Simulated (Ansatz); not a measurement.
# CoO: enthalpy against pressure

CoO, P6_3mc, a = 3.285 Å, c = 5.295 Å. This isn't the usual stable structure of the compound. Ansatz: PBE+U, PAW, 420 eV, Γ-centred 12×12×6 mesh on 4 atoms, Gaussian smearing 0.02 eV; U_eff Co 3.32 eV; collinear spin, largest moment 2.4 μB, opposite moments cancel in the cell. Cell and atoms are relaxed at each pressure, and no other structure is tried, so the rows at high pressure may lie past a change of phase. y is the enthalpy over the state at zero pressure; there V0 = 12.375 Å³/atom. The pressures are the targets, met within 0.03 GPa.

| P (GPa) | y (eV/atom) |
| --- | --- |
| -1.0 | -0.0775 |
| 0.0 | 0.0000 |
| 1.0 | 0.0769 |
| 4.0 | 0.3044 |
| 12.0 | 0.8892 |
| 25.0 | ? |
| 50.0 | 3.3688 |
| 90.0 | 5.4381 |

**Question.** Fit y = c1 P + c2 P² + c3 P³ to the other rows, say what c1 and c2 mean, and predict the missing value.

**Answer.** Least squares on the rows shown. y = 0.076378 P − 0.00018357 P² + 7.0027×10⁻⁸ P³. Since dH/dP = V, c1 is V0: 0.076378 eV/GPa × 160.2 = 12.236 Å³ against 12.375; c2 = −V0/(2B0) gives B0 = 208 GPa, where a Birch–Murnaghan fit to the volumes of the same runs (not shown) gives 130 GPa: a cubic over this range folds the higher terms into c2. At P = 25.0 the fit asked for gives 1.7958 eV/atom. The run gave 1.7856 eV/atom, so the fit is 0.0102 eV/atom too high, 0.18 % of the span of the series, against an rms of 0.0010 eV/atom on the fitted rows. With a term in P⁴ added, a fit to the same known rows predicts 1.7852 eV/atom, so most of the miss is curvature that the known rows already hold.

The state reached may not be the lowest one. Where the gap has closed, the smearing of 0.02 eV or less is narrow for a metal on this mesh.